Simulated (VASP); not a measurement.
# CdTe (F-43m) in VASP: further runs

One crystal, CdTe, is run at these levels: PBE; tasks: relaxation of cell and atoms.

Program: VASP 6.6.1. These are calculated values, not measurements. Logs are shortened: lines on timing, memory, paths and dates and some standing lists are left out, and cuts for length are marked.

### Step 1. The structure

The structure is cubic, space group F-43m (No. 216). The conventional cell has a = 6.410 Å, b = 6.410 Å, c = 6.410 Å, α = 90.00°, β = 90.00°, γ = 90.00°. Cd (site symmetry -43m) has 4 Te at 2.78 Å as nearest neighbours. Te (site symmetry -43m) has 4 Cd at 2.78 Å as nearest neighbours.

### Step 2. Relaxation of cell and atoms, PBE

Contents of INCAR:

```
SYSTEM = CdTe
PREC     = Accurate       ! precision mode
ENCUT    = 520            ! plane-wave cutoff, eV
EDIFF    = 1E-7           ! SCF threshold, eV
ISMEAR   = 0              ! smearing method
SIGMA    = 0.02           ! smearing width, eV
LREAL    = .False.        ! projectors in reciprocal space
LASPH    = .True.         ! aspherical terms in the spheres
NELM     = 80             ! most SCF steps
ALGO     = Normal         ! electronic algorithm
ISIF     = 3              ! what is computed and relaxed
LWAVE    = .False.        ! write WAVECAR
LCHARG   = .False.        ! write CHGCAR
GGA      = PE             ! functional
IBRION   = 2              ! ionic algorithm
NSW      = 80             ! ionic steps
EDIFFG   = -0.002         ! ionic threshold
```

Contents of KPOINTS:

```
regular mesh
0
Gamma
  12 12 12
  0 0 0
```

Contents of POSCAR:

```
CdTe
1.0
    0.0000000000      3.2050000000      3.2050000000
    3.2050000000      0.0000000000      3.2050000000
    3.2050000000      3.2050000000      0.0000000000
Cd Te
1 1
Direct
    0.0000000000      0.0000000000      0.0000000000
    0.2500000000      0.2500000000      0.2500000000
```

Potentials or basis: VASP PAW PBE potentials, release 64 (Cd, Te).

Command:

```bash
cat potpaw_PBE.64/Cd/POTCAR potpaw_PBE.64/Te/POTCAR > POTCAR
mpirun -np 1 vasp_std > vasp.out
```

OUTCAR:

```text
SYSTEM = CdTe
   PREC = Accurate
   ENCUT = 520
   EDIFF = 1E-7
   ISMEAR = 0
   LREAL = .False.
   LASPH = .True.
   NELM = 80
   ISIF = 3
   GGA = PE
   IBRION = 2
   NSW = 80
   EDIFFG = -0.002

 ion  position               nearest neighbor table
   1  0.000  0.000  0.000-   2 2.78   2 2.78   2 2.78   2 2.78
   2  0.250  0.250  0.250-   1 2.78   1 2.78   1 2.78   1 2.78

  LATTYP: Found a face centered cubic cell.
 ALAT       =     6.4100000000

  Lattice vectors:

 A1 = (   0.0000000000,   3.2050000000,   3.2050000000)
 A2 = (   3.2050000000,   0.0000000000,   3.2050000000)
 A3 = (   3.2050000000,   3.2050000000,   0.0000000000)

Analysis of symmetry for initial positions (statically):
=====================================================================
 Subroutine PRICEL returns:
 Original cell was already a primitive cell.

 Routine SETGRP: Setting up the symmetry group for a
 face centered cubic supercell.

 Subroutine GETGRP returns: Found 24 space group operations
 (whereof 24 operations were pure point group operations)
 out of a pool of 48 trial point group operations.

The static configuration has the point symmetry T_d .

Analysis of symmetry for dynamics (positions and initial velocities):
=====================================================================
 Subroutine PRICEL returns:
 Original cell was already a primitive cell.

 Routine SETGRP: Setting up the symmetry group for a
 face centered cubic supercell.

 Subroutine GETGRP returns: Found 24 space group operations
 (whereof 24 operations were pure point group operations)
 out of a pool of 48 trial point group operations.

The dynamic configuration has the point symmetry T_d .

 Subroutine INISYM returns: Found 24 space group operations
 (whereof 24 operations are pure point group operations),
 and found     1 'primitive' translations

----------------------------------------------------------------------------------------

                                     Primitive cell

  volume of cell :      65.8437

  direct lattice vectors                    reciprocal lattice vectors
     0.000000000  3.205000000  3.205000000    -0.156006240  0.156006240  0.156006240
     3.205000000  0.000000000  3.205000000     0.156006240 -0.156006240  0.156006240
     3.205000000  3.205000000  0.000000000     0.156006240  0.156006240 -0.156006240

  length of vectors
     4.532554467  4.532554467  4.532554467     0.270210734  0.270210734  0.270210734

  position of ions in fractional coordinates (direct lattice)
     0.000000000  0.000000000  0.000000000
     0.250000000  0.250000000  0.250000000

  ion indices of the primitive-cell ions
   primitive index   ion index
                 1           1
                 2           2

----------------------------------------------------------------------------------------

 KPOINTS: regular mesh

Automatic generation of k-mesh.
 Grid dimensions read from file:
 generate k-points for:   12   12   12

 Generating k-lattice:

  Cartesian coordinates                     Fractional coordinates (reciprocal lattice)
    -0.013000520  0.013000520  0.013000520     0.083333333  0.000000000  0.000000000
     0.013000520 -0.013000520  0.013000520     0.000000000  0.083333333  0.000000000
     0.013000520  0.013000520 -0.013000520     0.000000000  0.000000000  0.083333333

  Length of vectors
     0.022517561  0.022517561  0.022517561

  Shift w.r.t. Gamma in fractional coordinates (k-lattice)
     0.000000000  0.000000000  0.000000000

 Subroutine IBZKPT returns following result:
 ===========================================

 Found     72 irreducible k-points:

 Following reciprocal coordinates:
            Coordinates               Weight
  0.000000  0.000000  0.000000      1.000000
  0.083333  0.000000  0.000000      8.000000
  0.166667  0.000000  0.000000      8.000000
  0.250000  0.000000  0.000000      8.000000
  0.333333  0.000000  0.000000      8.000000
  0.416667  0.000000  0.000000      8.000000
[... 16 lines left out ...]
  0.500000  0.166667  0.000000     24.000000
 -0.416667  0.166667  0.000000     24.000000
 [... further k-points ...]
   k-points           NKPTS =     72   k-points in BZ     NKDIM =     72   number of bands    NBANDS=     13
   number of dos      NEDOS =    301   number of ions     NIONS =      2
   total plane-waves  NPLWV =  46656
   dimension x,y,z NGX =    36 NGY =   36 NGZ =   36
   dimension x,y,z NGXF=    72 NGYF=   72 NGZF=   72
   ions per type =               1   1
   NGX,Y,Z   is equivalent  to a cutoff of  13.20, 13.20, 13.20 a.u.
   NGXF,Y,Z  is equivalent  to a cutoff of  26.41, 26.41, 26.41 a.u.
 SYSTEM =  CdTe
   PREC   = accura    normal or accurate (medium, high low for compatibility)
   ISTART =      0    job   : 0-new  1-cont  2-samecut
   ICHARG =      2    charge: 1-file 2-atom 10-const
   ISPIN  =      1    spin polarized calculation?
   LNONCOLLINEAR =      F non collinear calculations
   LSORBIT =      F    spin-orbit coupling
   LASPH  =      T    aspherical Exc in radial PAW
   ENCUT  =  520.0 eV  38.22 Ry    6.18 a.u.   8.43  8.43  8.43*2*pi/ulx,y,z
   NELM   =     80;   NELMIN=  2; NELMDL= -5     # of ELM steps
   EDIFF  = 0.1E-06   stopping-criterion for ELM
   LREAL  =      F    real-space projection
   EDIFFG = -.2E-02   stopping-criterion for IOM
   NSW    =     80    number of steps for IOM
   IBRION =      2    ionic relax: 0-MD 1-quasi-New 2-CG
   NFREE  =      1    steps in history (QN), initial steepest desc. (CG)
   ISIF   =      3    stress and relaxation
   ISYM   =      2    0-nonsym 1-usesym 2-fastsym
   POTIM  = 0.5000    time-step for ionic-motion
   TEBEG  =    0.0;   TEEND  =   0.0 temperature during run
   PSTRESS=    0.0 pullay stress
   NELECT =      18.0000    total number of electrons
   NUPDOWN=      -1.0000    fix difference up-down
   EMIN   =  10.00;   EMAX   =-10.00  energy-range for DOS
   EFERMI =   0.00;   METHOD = LEGACY
   ISMEAR =     0;   SIGMA  =   0.02  broadening in eV -4-tet -1-fermi 0-gaus
   EFERMI_NEDOS =   21; number of points for ismear=-14 and -15
   IALGO  =     38    algorithm
   IMIX   =      4    mixing-type and parameters
     AMIX     =   0.40;   BMIX     =  1.00
     AMIX_MAG =   1.60;   BMIX_MAG =  1.00
  volume/ion in A,a.u.               =      32.92       222.17
  Fermi-wavevector in a.u.,A,eV,Ry     =   1.062497  2.007828 15.359610  1.128899
  Thomas-Fermi vector in A             =   2.197950
   LORBIT       =      0    0 simple, 1 ext, 2 COOP (PROOUT), +10 PAW based schemes
   GGA     = PE    functional components
   LHFCALC =     F    Hartree Fock is set to
   AEXX    =    0.0000 exact exchange contribution
   IVDW    =     0    specifies the selected vdW correction
   LEPSILON=     F    determine dielectric tensor
   LRPA    =     F    only Hartree local field effects (RPA)
 conjugate gradient relaxation of ions
 non-spin polarized calculation
 Gauss-broadening in eV      SIGMA  =   0.02
  energy-cutoff  :      520.00
  volume of cell :       65.84
 maximum number of plane-waves:      1807
 NGX is ok and might be reduce to    36
   NGX = 17   NGY = 17   NGZ = 17

--------------------------------------- Ionic step        1  -------------------------------------------

 number of electron      17.9999995 magnetization

 Free energy of the ion-electron system (eV)
  ---------------------------------------------------
  ext. energy  EPLUGINS =         0.00000000
  ---------------------------------------------------
  free energy    TOTEN  =        -4.72766083 eV

  energy without entropy =       -4.72766083  energy(sigma->0) =       -4.72766083

------------------------ aborting loop because EDIFF is reached ----------------------------------------

  FORCE on cell =-STRESS in cart. coord.  units (eV):
  Direction    XX          YY          ZZ          XY          YZ          ZX
  --------------------------------------------------------------------------------------
  -------------------------------------------------------------------------------------
  Total        1.8032998      1.8032998      1.8032998     -0.0000000     -0.0000000     -0.0000000
  in kB       43.8797788     43.8797788     43.8797788     -0.0000000     -0.0000000     -0.0000000
  external PRESSURE =      43.8797788 kB  Pullay stress =       0.0000000 kB

 VOLUME and BASIS-vectors are now :
 -----------------------------------------------------------------------------
  energy-cutoff  :      520.00
  volume of cell :       65.84
      direct lattice vectors                 reciprocal lattice vectors
     0.000000000  3.205000000  3.205000000    -0.156006240  0.156006240  0.156006240
     3.205000000  0.000000000  3.205000000     0.156006240 -0.156006240  0.156006240
     3.205000000  3.205000000  0.000000000     0.156006240  0.156006240 -0.156006240
[... 109 lines left out ...]
 POSITION                                       TOTAL-FORCE (eV/Angst)
 -----------------------------------------------------------------------------------
      6.62720      3.31360      3.31360        -0.000000     -0.000000     -0.000000
      1.65680      1.65680      1.65680         0.000000      0.000000      0.000000
 -----------------------------------------------------------------------------------
    total drift:                               -0.000000     -0.000000     -0.000001

  FREE ENERGIE OF THE ION-ELECTRON SYSTEM (eV)
  ---------------------------------------------------
  free  energy   TOTEN  =        -4.8127617438 eV

  energy  without entropy=       -4.8127617438  energy(sigma->0) =       -4.81276174

--------------------------------------- Ionic step        5  -------------------------------------------

 number of electron      18.0000006 magnetization

 Free energy of the ion-electron system (eV)
  ---------------------------------------------------
  ext. energy  EPLUGINS =         0.00000000
  ---------------------------------------------------
  free energy    TOTEN  =        -4.81277904 eV

  energy without entropy =       -4.81277904  energy(sigma->0) =       -4.81277904

 E-fermi :   1.8531     XC(G=0):  -8.2981

 val. band max:        1.7756865015   @ k =   0.0000   0.0000   0.0000
 cond. band min:       2.3514232418   @ k =   0.0000   0.0000   0.0000
 fundamental gap:      0.5757367403
 Fermi energy:         1.8531433237

 k-point     1 :       0.0000    0.0000    0.0000
  band No.  band energies     occupation
      1      -9.0455      2.00000
      2      -6.3061      2.00000
      3      -6.3061      2.00000
      4      -6.3061      2.00000
      5      -6.0909      2.00000
      6      -6.0909      2.00000
      7       1.7757      2.00000
      8       1.7757      2.00000
      9       1.7757      2.00000
     10       2.3514      0.00000
     11       6.4165      0.00000
     12       6.4165      0.00000
     13       6.4165      0.00000

 k-point     2 :       0.0833    0.0000    0.0000
  band No.  band energies     occupation
      1      -9.0227      2.00000
      2      -6.3019      2.00000
      3      -6.3019      2.00000
      4      -6.2876      2.00000
      5      -6.0913      2.00000
      6      -6.0913      2.00000
      7       1.0666      2.00000
      8       1.7199      2.00000
      9       1.7199      2.00000
     10       2.9418      0.00000
     11       6.3613      0.00000
[... 339 lines left out ...]
 k-point    24 :      -0.4167    0.1667    0.0000
  band No.  band energies     occupation
      1      -8.6774      2.00000
      2      -6.2404      2.00000
      3      -6.2355      2.00000
      4      -6.0950      2.00000
      5      -6.0865      2.00000
      6      -5.7455      2.00000
      7      -2.1637      2.00000
      8       0.1803      2.00000
      9       0.9055      2.00000
     10       4.4489      0.00000
     11       6.6152      0.00000
     12       7.5340      0.00000
     13       8.5966      0.00000

 [... further k-points ...]

------------------------ aborting loop because EDIFF is reached ----------------------------------------

  FORCE on cell =-STRESS in cart. coord.  units (eV):
  Direction    XX          YY          ZZ          XY          YZ          ZX
  --------------------------------------------------------------------------------------
  -------------------------------------------------------------------------------------
  Total        0.0022976      0.0022976      0.0022976      0.0000000      0.0000000      0.0000000
  in kB        0.0506676      0.0506676      0.0506676      0.0000000      0.0000000      0.0000000
  external PRESSURE =       0.0506676 kB  Pullay stress =       0.0000000 kB

 VOLUME and BASIS-vectors are now :
 -----------------------------------------------------------------------------
  energy-cutoff  :      520.00
  volume of cell :       72.65
      direct lattice vectors                 reciprocal lattice vectors
    -0.000000000  3.311883325  3.311883325    -0.150971502  0.150971502  0.150971502
     3.311883325 -0.000000000  3.311883325     0.150971502 -0.150971502  0.150971502
     3.311883325  3.311883325  0.000000000     0.150971502  0.150971502 -0.150971502

 POSITION                                       TOTAL-FORCE (eV/Angst)
 -----------------------------------------------------------------------------------
     -0.00000      0.00000      0.00000         0.000000      0.000000      0.000000
      1.65594      1.65594      1.65594        -0.000000     -0.000000     -0.000000
 -----------------------------------------------------------------------------------
    total drift:                               -0.000000     -0.000000     -0.000001

  FREE ENERGIE OF THE ION-ELECTRON SYSTEM (eV)
  ---------------------------------------------------
  free  energy   TOTEN  =        -4.8127790413 eV

  energy  without entropy=       -4.8127790413  energy(sigma->0) =       -4.81277904

 reached required accuracy - stopping structural energy minimisation
```

Wall time 80 s (1 thread of Intel Xeon 6975P-C (Granite Rapids), shared host); peak memory 0.26 GiB.

Results:

* Free energy: -4.8128 eV
* Relaxed volume: 36.33 Å³/atom
* Relaxed cell: a = 4.684 Å, b = 4.684 Å, c = 4.684 Å, α = 60.00°, β = 60.00°, γ = 60.00°
* Space group after relaxing (to 0.05 Å): F-43m (No. 216)
* Energy gained by relaxing: 42.6 meV/atom
* Ionic steps: 5
* Pressure after relaxing: 0.0 GPa
* Band gap on the k mesh: 0.58 eV, direct

The path:
| step | energy change (eV) | largest force (eV/Å) | pressure (GPa) | volume (Å³) |
| --- | --- | --- | --- | --- |
| 1 | 0.0000 | 0.0000 | 4.39 | 65.84 |
| 2 | -0.0784 | 0.0000 | -0.97 | 74.82 |
| 3 | -0.0851 | 0.0000 | 0.02 | 72.63 |
| 4 | -0.0851 | 0.0000 | -0.05 | 72.77 |
| 5 | -0.0851 | 0.0000 | 0.01 | 72.65 |

Final structure:
```xyz
2
Lattice="0.0000 3.3119 3.3119 3.3119 0.0000 3.3119 3.3119 3.3119 0.0000" Properties=species:S:1:pos:R:3 pbc="T T T"
Cd    0.0000    0.0000    0.0000
Te    1.6559    1.6559    1.6559
```

Caveat: spin-orbit coupling is left out, which moves the levels of the heavy elements; the volume moved by +10 % from the deposited cell, more than functionals usually miss. Zero-point motion and thermal expansion aren't in these numbers.

(Continued in part 2 of 2.)
